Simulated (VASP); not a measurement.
Computed with PBE GGA, VASP's PBE PAW potentials (set 64) (plane waves; VASP). Each cell was relaxed at this level, without spin-orbit coupling.

Question: Which of these comes out without a gap?
(A) CsCl, Pm-3m (221)
(B) Ag, Fm-3m (225)
(C) InP, F-43m (216)
(D) MgTe, P6_3mc (186)

Answer: B, Ag, Fm-3m (225). The others have gaps of 0.45 eV (InP, F-43m (216)), 4.99 eV (CsCl, Pm-3m (221)), 2.36 eV (MgTe, P6_3mc (186)).
